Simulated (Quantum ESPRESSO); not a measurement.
# GaP (I-4m2) in Quantum ESPRESSO: single point with PBE

Aim: the single point of GaP with PBE.

Everything below comes from runs of Quantum ESPRESSO 7.5. Logs are shortened: lines on timing, memory, paths and dates and some standing lists are left out, and cuts for length are marked.

### 1 Starting point

It takes space group I-4m2 (No. 119, tetragonal). The conventional cell has a = 4.062 Å, b = 4.062 Å, c = 5.364 Å, α = 90.00°, β = 90.00°, γ = 90.00°. Ga (site symmetry -4m2) has 4 P at 2.43 Å as nearest neighbours. Around P (site symmetry -4m2) lie 4 Ga at 2.43 Å.

Measurements of this composition are mostly on another form, of space group No. 216.

### 2 Single point, PBE

pw.in reads:

```
&CONTROL
  calculation = 'scf'
  prefix = 'pwscf'
  outdir = './tmp'
  pseudo_dir = './pseudo'
  tprnfor = .true.
  tstress = .true.
  disk_io = 'nowf'
/
&SYSTEM
  ibrav = 0
  nat = 2
  ntyp = 2
  ecutwfc = 80
  nbnd = 15
  occupations = 'smearing'
  smearing = 'gaussian'
  degauss = 0.00073499
/
&ELECTRONS
  conv_thr = 4d-10
  electron_maxstep = 120
  mixing_beta = 0.5
/
ATOMIC_SPECIES
Ga    69.7230 Ga.upf
P     30.9738 P.upf
CELL_PARAMETERS angstrom
   0.0000000000    2.8722500000    2.6821825000
   2.8722500000    0.0000000000    2.6821825000
   2.8722500000    2.8722500000    0.0000000000
ATOMIC_POSITIONS crystal
Ga     0.0000000000    0.0000000000    0.0000000000
P      0.2500000000    0.2500000000    0.2500000000
K_POINTS automatic
8 8 8 0 0 0
```

Potentials or basis: PseudoDojo 0.4.1 SR PBE standard.

Run with:

```console
OMP_NUM_THREADS=1 pw.x -in pw.in > pw.out
```

pw.out:

```text
This program is part of the open-source Quantum ESPRESSO suite
     for quantum simulation of materials; please cite
[... 9 lines left out ...]
     --------------------
     sticks:   dense  smooth     PW     G-vecs:    dense   smooth      PW
     Sum        1245    1245    369                28857    28857    4651

     Using Slab Decomposition

     bravais-lattice index     =            0
     lattice parameter (alat)  =       7.4264  a.u.
     unit-cell volume          =     298.6479 (a.u.)^3
     number of atoms/cell      =            2
     number of atomic types    =            2
     number of electrons       =        18.00
     number of Kohn-Sham states=           15
     kinetic-energy cutoff     =      80.0000  Ry
     charge density cutoff     =     320.0000  Ry
     scf convergence threshold =      4.0E-10
     mixing beta               =       0.5000
     number of iterations used =            8  plain     mixing
     Exchange-correlation= PBE
                           (   1   4   3   4   0   0   0)

     celldm(1)=   7.426389  celldm(2)=   0.000000  celldm(3)=   0.000000
     celldm(4)=   0.000000  celldm(5)=   0.000000  celldm(6)=   0.000000

     crystal axes: (cart. coord. in units of alat)
               a(1) = (   0.000000   0.730876   0.682511 )
               a(2) = (   0.730876   0.000000   0.682511 )
               a(3) = (   0.730876   0.730876   0.000000 )

     reciprocal axes: (cart. coord. in units 2 pi/alat)
               b(1) = ( -0.684111  0.684111  0.732589 )
               b(2) = (  0.684111 -0.684111  0.732589 )
               b(3) = (  0.684111  0.684111 -0.732589 )

     PseudoPot. # 1 for Ga read from file:
     Ga.upf
     Pseudo is Norm-conserving + core correction, Zval = 13.0
     Generated using ONCVPSP code by D. R. Hamann
     Using radial grid of 1902 points,  6 beta functions with:
                l(1) =   0
                l(2) =   0
                l(3) =   1
                l(4) =   1
                l(5) =   2
                l(6) =   2

     PseudoPot. # 2 for P  read from file:
     P.upf
     Pseudo is Norm-conserving + core correction, Zval =  5.0
     Generated using ONCVPSP code by D. R. Hamann
     Using radial grid of 1298 points,  6 beta functions with:
                l(1) =   0
                l(2) =   0
                l(3) =   1
                l(4) =   1
                l(5) =   2
                l(6) =   2

     atomic species   valence    mass     pseudopotential
     Ga               13.00    69.72300     Ga( 1.00)
     P                 5.00    30.97380     P ( 1.00)

      8 Sym. Ops. (no inversion) found

   Cartesian axes

     site n.     atom                  positions (alat units)
         1        Ga     tau(   1) = (   0.0000000   0.0000000   0.0000000  )
         2        P      tau(   2) = (   0.3654378   0.3654378   0.3412554  )

     number of k points=    59  Gaussian smearing, width (Ry)=  0.0007
                       cart. coord. in units 2pi/alat
        k(    1) = (   0.0000000   0.0000000   0.0000000), wk =   0.0039062
        k(    2) = (   0.0855139   0.0855139  -0.0915736), wk =   0.0312500
        k(    3) = (   0.1710278   0.1710278  -0.1831473), wk =   0.0312500
        k(    4) = (   0.2565416   0.2565416  -0.2747209), wk =   0.0312500
        k(    5) = (  -0.3420555  -0.3420555   0.3662946), wk =   0.0156250
        k(    6) = (   0.1710278   0.0000000   0.0000000), wk =   0.0156250
[... 51 lines left out ...]
        k(   58) = (  -0.6841110   0.5130833   0.0000000), wk =   0.0156250
        k(   59) = (   0.0000000   0.0000000  -0.7325892), wk =   0.0039062

     Dense  grid:    28857 G-vectors     FFT dimensions: (  45,  45,  45)

     Initial potential from superposition of free atoms

     starting charge      17.9972, renormalised to      18.0000
     Starting wfcs are   13 randomized atomic wfcs +    2 random wfcs

     Self-consistent Calculation

     iteration #  1     ecut=    80.00 Ry     beta= 0.50
     Davidson diagonalization with overlap
     ethr =  1.00E-02,  avg # of iterations =  4.7

     Threshold (ethr) on eigenvalues was too large:
     Diagonalizing with lowered threshold

     Davidson diagonalization with overlap
     ethr =  3.94E-04,  avg # of iterations =  2.3

     total energy              =    -166.84100138 Ry
     estimated scf accuracy    <       0.07031453 Ry

     iteration #  2     ecut=    80.00 Ry     beta= 0.50
     Davidson diagonalization with overlap
     ethr =  3.91E-04,  avg # of iterations =  2.0

     total energy              =    -166.85324646 Ry
     estimated scf accuracy    <       0.00670444 Ry

     iteration #  3     ecut=    80.00 Ry     beta= 0.50
     Davidson diagonalization with overlap
     ethr =  3.72E-05,  avg # of iterations =  5.0

     total energy              =    -166.85361099 Ry
     estimated scf accuracy    <       0.00134368 Ry

     iteration #  4     ecut=    80.00 Ry     beta= 0.50
     Davidson diagonalization with overlap
     ethr =  7.46E-06,  avg # of iterations =  2.5

     total energy              =    -166.85365457 Ry
     estimated scf accuracy    <       0.00001307 Ry

     iteration #  5     ecut=    80.00 Ry     beta= 0.50
     Davidson diagonalization with overlap
     ethr =  7.26E-08,  avg # of iterations =  3.1

     total energy              =    -166.85365997 Ry
     estimated scf accuracy    <       0.00000195 Ry

     iteration #  6     ecut=    80.00 Ry     beta= 0.50
     Davidson diagonalization with overlap
     ethr =  1.08E-08,  avg # of iterations =  2.0

     total energy              =    -166.85366040 Ry
     estimated scf accuracy    <       0.00000006 Ry

     iteration #  7     ecut=    80.00 Ry     beta= 0.50
     Davidson diagonalization with overlap
     ethr =  3.29E-10,  avg # of iterations =  2.9

     total energy              =    -166.85366043 Ry
     estimated scf accuracy    <       0.00000002 Ry

     iteration #  8     ecut=    80.00 Ry     beta= 0.50
     Davidson diagonalization with overlap
     ethr =  1.31E-10,  avg # of iterations =  2.0

     total energy              =    -166.85366043 Ry
     estimated scf accuracy    <          4.5E-09 Ry

     iteration #  9     ecut=    80.00 Ry     beta= 0.50
     Davidson diagonalization with overlap
     ethr =  2.48E-11,  avg # of iterations =  2.0

     End of self-consistent calculation

          k = 0.0000 0.0000 0.0000 (  3623 PWs)   bands (ev):

    -7.9529  -7.9529  -7.9403  -7.8805  -7.8754  -5.3535   6.3891   6.3891
     6.7102   7.5621  10.3212  10.4764  10.4764  14.9215  15.5469

          k = 0.0855 0.0855-0.0916 (  3613 PWs)   bands (ev):

    -7.9589  -7.9494  -7.9398  -7.8809  -7.8748  -5.1740   4.8511   6.1658
     6.4378   8.4266  10.5481  10.7659  10.9436  15.1272  15.6115

          k = 0.1710 0.1710-0.1831 (  3611 PWs)   bands (ev):

    -7.9777  -7.9420  -7.9340  -7.8809  -7.8723  -4.6667   2.7994   5.7340
     6.1015   8.2983  11.1202  11.2221  12.4516  15.2348  15.3662

          k = 0.2565 0.2565-0.2747 (  3610 PWs)   bands (ev):

    -7.9965  -7.9365  -7.9286  -7.8795  -7.8678  -3.9724   1.1015   5.3917
     5.8409   7.9590  11.0825  11.5159  14.1386  15.7659  16.5834

          k =-0.3421-0.3421 0.3663 (  3602 PWs)   bands (ev):

    -8.0040  -7.9349  -7.9269  -7.8783  -7.8653  -3.5648   0.3492   5.2670
     5.7472   7.8277  11.0038  11.5379  14.6151  16.6698  17.4603

          k = 0.1710 0.0000 0.0000 (  3609 PWs)   bands (ev):

    -7.9671  -7.9455  -7.9347  -7.8807  -7.8753  -5.1235   4.7633   5.8930
     6.1422   9.0125   9.9643  10.9888  11.4506  14.2513  15.9690

          k = 0.2565 0.0855-0.0916 (  3618 PWs)   bands (ev):

    -7.9817  -7.9382  -7.9296  -7.8818  -7.8736  -4.7314   3.2598   5.4246
     5.6869   9.2403  10.2667  11.6874  12.1777  14.1735  16.2870

          k = 0.3421 0.1710-0.1831 (  3612 PWs)   bands (ev):

    -7.9967  -7.9333  -7.9250  -7.8808  -7.8708  -4.0853   1.5952   4.8549
     5.4047   8.9889  10.7891  12.1417  12.8441  15.6213  16.7171

          k =-0.2565-0.4276 0.4579 (  3603 PWs)   bands (ev):

    -8.0055  -7.9317  -7.9233  -7.8792  -7.8681  -3.5025   0.5023   4.4417
     5.3898   8.8159  10.8831  12.0027  14.3178  16.3782  17.5614
[... 111 lines left out ...]
          k =-0.0855-0.2565 0.4579 (  3600 PWs)   bands (ev):

    -8.0059  -7.9277  -7.9201  -7.8898  -7.8645  -3.5300   1.0999   3.6746
     5.0636   9.4440  10.7716  11.8106  13.4643  15.9714  17.8540

          k = 0.0000-0.1710 0.3663 (  3607 PWs)   bands (ev):

    -7.9933  -7.9311  -7.9279  -7.8905  -7.8658  -4.1794   2.3334   4.2179
     5.4159   9.2991  10.1777  12.0098  12.8930  14.9690  17.2632

          k = 0.3421-0.0000 0.1831 (  3617 PWs)   bands (ev):

    -7.9959  -7.9299  -7.9243  -7.8837  -7.8715  -4.2533   2.2155   4.3636
     5.4709   9.8241  10.5041  11.9296  12.4965  14.7818  17.4229

          k =-0.1710-0.5131 0.7326 (  3616 PWs)   bands (ev):

    -8.0174  -7.9175  -7.9087  -7.8902  -7.8680  -3.3810   0.8818   3.9787
     4.3236   9.4822   9.9692  12.3169  15.2708  15.8950  17.7984

          k =-0.0855-0.4276 0.6410 (  3619 PWs)   bands (ev):

    -8.0178  -7.9209  -7.9067  -7.8893  -7.8684  -2.9218   0.4034   3.2376
     4.2636   9.7314  11.1585  12.1619  13.8659  15.9811  18.6009

          k = 0.0000-0.3421 0.5494 (  3605 PWs)   bands (ev):

    -8.0133  -7.9250  -7.9105  -7.8898  -7.8670  -3.0168   0.6021   2.9655
     4.6219   9.9424  11.3907  11.5130  14.4280  15.3292  17.1988

          k =-0.2565 0.5986-0.4579 (  3616 PWs)   bands (ev):

    -8.0062  -7.9274  -7.9187  -7.8816  -7.8716  -3.6068   1.0406   3.7060
     5.0598   9.9773  11.0879  12.3250  13.1034  15.6128  17.5484

          k =-0.1710 0.6841-0.5494 (  3611 PWs)   bands (ev):

    -8.0176  -7.9159  -7.9104  -7.8889  -7.8689  -3.3809   0.8364   3.8183
     4.3831   9.6390  10.1132  13.2454  14.4303  15.9646  18.4756

          k =-0.6841 0.1710 0.0000 (  3620 PWs)   bands (ev):

    -8.0260  -7.9122  -7.9025  -7.8925  -7.8668  -2.8108   0.1311   3.8270
     3.9109   9.4646   9.5316  14.0515  14.0643  17.5447  18.3952

          k =-0.1710 0.5131-0.3663 (  3610 PWs)   bands (ev):

    -8.0099  -7.9273  -7.9166  -7.8782  -7.8734  -3.2350   0.4491   3.5092
     4.8833   9.9703  11.0506  12.7255  14.1344  15.6002  17.7297

          k =-0.0855 0.5986-0.4579 (  3617 PWs)   bands (ev):

    -8.0175  -7.9190  -7.9087  -7.8841  -7.8728  -2.9531   0.3494   3.1842
     4.1869  10.0282  11.4871  13.0656  14.5250  15.4370  17.6558

          k =-0.6841 0.0000 0.1831 (  3624 PWs)   bands (ev):

    -8.0258  -7.9086  -7.9055  -7.8914  -7.8682  -2.8288   0.1184   3.7725
     3.8257   9.6168   9.7004  14.9828  15.1930  16.5347  17.5033

          k =-0.0000 0.5131-0.3663 (  3615 PWs)   bands (ev):

    -8.0128  -7.9235  -7.9117  -7.8787  -7.8770  -3.0867   0.5304   3.0260
     4.4898  10.3495  12.0181  12.4539  14.3828  14.8336  16.4648

          k = 0.0000 0.0000 0.3663 (  3598 PWs)   bands (ev):

    -7.9924  -7.9284  -7.9284  -7.8939  -7.8652  -4.3623   3.0727   4.8153
     4.8153   8.3852  10.0590  12.9784  12.9784  14.3929  16.5762

          k =-0.3421-0.3421 0.7326 (  3597 PWs)   bands (ev):

    -8.0006  -7.9273  -7.9243  -7.8815  -7.8726  -3.7369   1.4322   3.7095
     5.1698   9.1678  12.1041  12.2088  12.6779  14.6411  16.4475

          k =-0.2565-0.2565 0.6410 (  3602 PWs)   bands (ev):

    -8.0108  -7.9216  -7.9196  -7.8878  -7.8669  -3.1637   0.6679   3.4113
     4.6923   8.8343  11.8907  12.8296  13.6048  15.1672  15.9717

          k =-0.1710-0.1710 0.5494 (  3588 PWs)   bands (ev):

    -8.0146  -7.9194  -7.9172  -7.8943  -7.8618  -3.1938   0.7805   3.7118
     4.4372   8.6579  10.8855  12.8876  13.2029  16.9650  17.9986

          k =-0.0855-0.0855 0.4579 (  3602 PWs)   bands (ev):

    -8.0081  -7.9208  -7.9203  -7.8972  -7.8618  -3.7855   1.8576   4.2944
     4.4815   8.4991   9.8960  13.0599  13.4382  15.9579  17.5130

          k =-0.1710-0.3421 0.7326 (  3611 PWs)   bands (ev):

    -8.0131  -7.9237  -7.9113  -7.8888  -7.8681  -3.0580   0.6847   3.2378
     4.2817   9.5881  11.7438  11.9963  13.8501  15.1949  16.6869

          k =-0.0855-0.2565 0.6410 (  3597 PWs)   bands (ev):

    -8.0188  -7.9202  -7.9085  -7.8949  -7.8632  -2.8332   0.5363   3.1967
     4.0233   9.2765  10.7831  12.4564  14.3644  15.8824  18.3075

          k = 0.0000-0.1710 0.5494 (  3594 PWs)   bands (ev):

    -8.0182  -7.9179  -7.9114  -7.8990  -7.8604  -3.2219   1.0849   3.5792
     4.2446   8.8877   9.6478  12.7840  14.9758  16.3016  18.4339

          k =-0.6841 0.3421 0.0000 (  3604 PWs)   bands (ev):

    -8.0188  -7.9218  -7.9050  -7.8919  -7.8663  -2.6960   0.3546   3.3514
     3.5085  10.6830  10.9330  12.1066  12.4808  17.6011  18.1779

          k =-0.6841 0.0000 0.3663 (  3600 PWs)   bands (ev):

    -8.0176  -7.9197  -7.9064  -7.8808  -7.8768  -2.7853   0.2354   3.3344
     3.4838  11.3644  11.5575  12.9616  13.1783  16.6008  17.2327

          k =-0.0000-0.0000 0.5494 (  3578 PWs)   bands (ev):

    -8.0233  -7.9102  -7.9102  -7.9047  -7.8581  -3.3173   1.3378   4.0948
     4.0948   7.8625   8.9179  14.9420  14.9420  15.9407  17.7108

          k =-0.1710-0.1710 0.7326 (  3607 PWs)   bands (ev):

    -8.0220  -7.9147  -7.9096  -7.8974  -7.8619  -2.7491   0.4995   3.0448
     4.2190   8.4026  10.6624  14.3653  14.4656  15.3401  16.5758

          k =-0.0855-0.0855 0.6410 (  3591 PWs)   bands (ev):

    -8.0286  -7.9097  -7.9063  -7.9033  -7.8576  -2.8256   0.6550   3.5592
     3.9992   8.1512   9.0100  14.9018  15.1652  17.1373  18.1076

          k =-0.6841 0.5131 0.0000 (  3582 PWs)   bands (ev):

    -8.0280  -7.9113  -7.9075  -7.8994  -7.8589  -2.6329   0.4359   3.5142
     3.6105   8.9238   8.9905  14.6384  14.6675  17.4085  18.0216

          k = 0.0000 0.0000-0.7326 (  3602 PWs)   bands (ev):

    -8.0352  -7.9095  -7.9024  -7.9024  -7.8552  -2.6236   0.4178   3.8389
     3.8389   7.9754   8.0693  16.3910  16.3910  17.2421  18.4807

     the Fermi energy is     6.9601 ev

!    total energy              =    -166.85366043 Ry
     estimated scf accuracy    <          1.5E-11 Ry
     smearing contrib. (-TS)   =      -0.00000000 Ry
     internal energy E=F+TS    =    -166.85366043 Ry

     The total energy is F=E-TS. E is the sum of the following terms:
     one-electron contribution =     -80.97975223 Ry
     hartree contribution      =      53.76401461 Ry
     xc contribution           =     -45.93893911 Ry
     ewald contribution        =     -93.69898371 Ry

     convergence has been achieved in   9 iterations

     Forces acting on atoms (cartesian axes, Ry/au):

     atom    1 type  1   force =     0.00000000    0.00000000    0.00000000
     atom    2 type  2   force =     0.00000000    0.00000000   -0.00000000

     Total force =     0.000000     Total SCF correction =     0.000000

     Computing stress (Cartesian axis) and pressure

          total   stress  (Ry/bohr**3)                   (kbar)     P=      -39.52
  -0.00036669   0.00000000  -0.00000000          -53.94        0.00       -0.00
   0.00000000  -0.00036669  -0.00000000            0.00      -53.94       -0.00
  -0.00000000  -0.00000000  -0.00007251           -0.00       -0.00      -10.67

=------------------------------------------------------------------------------=
   JOB DONE.
=------------------------------------------------------------------------------=
```

Wall time 1.8 min (1 thread of AMD EPYC, shared host); peak memory 0.1 GiB.

Results:

* Free energy: -2270.1597 eV
* Pressure: -4.0 GPa
* Band gap on the k mesh: 0.85 eV, direct
